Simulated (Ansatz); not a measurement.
Runs of Ansatz 0.2.0 on Au. Symmetry: Im-3m, No. 229, cubic system. The conventional cell has a = 3.315 Å, b = 3.315 Å, c = 3.315 Å, α = 90.00°, β = 90.00°, γ = 90.00°. Au (site symmetry m-3m) has 8 Au at 2.87 Å as nearest neighbours. This isn't the form of Au at room conditions, which is fcc.

| task | level | spin | cell | k mesh | cutoff (eV) | points for each segment of the path | gap on the mesh (eV) | pressure (GPa) | relaxed volume (Å³/atom) |
| --- | --- | --- | --- | --- | --- | --- | --- | --- | --- |
| relaxation of cell and atoms | revPBE | off | relaxed | 11 × 11 × 11 | 420 | - | none | 0.0 | 18.47 |
| band structure | RPBE | off | as given | 11 × 11 × 11 | 420 | 14 | none | (a) | - |
| band structure | PBEsol | SOC, no magnetisation | as given | 8 × 8 × 8 | 420 | 14 | none | (b) | - |
| band structure | revPBE | off | as given | 11 × 11 × 11 | 420 | 14 | none | 1.8 | - |
| relaxation of cell and atoms | RPBE | off | relaxed | 11 × 11 × 11 | 420 | - | none | 0.0 | (c) |
| band structure | r2SCAN | SOC, no magnetisation | as given | 8 × 8 × 8 | 500 | 14 | none | -6.2 | - |
| band structure | BLYP | off | as given | 11 × 11 × 11 | 420 | 14 | none | 9.1 | - |
| band structure | r2SCAN | off | as given | 11 × 11 × 11 | 500 | 14 | none | -4.1 | - |

Alike in all rows: potentials or basis Ansatz PAW; smearing fermi-dirac 0.05 eV.

**Question.** Fill in the values left out.

**Answer.** (a) 2.9; (b) -10.8; (c) 18.64.

Caveats: the PAW data sets come from PBE, with cores solved anew for the run's functional, which leaves a small shift of forces and pressure; spin-orbit coupling is left out, which moves the levels of the heavy elements (some runs); the plane-wave basis is chosen anew once the cell has moved, so the energies of steps on either side of that aren't comparable (some runs).

A k mesh can miss the band edges, and rows without SOC leave out spin-orbit coupling on Au.

A gap of «none» marks a metal or a gap under the smearing width.

Runs at the PBE level aren't shown here.
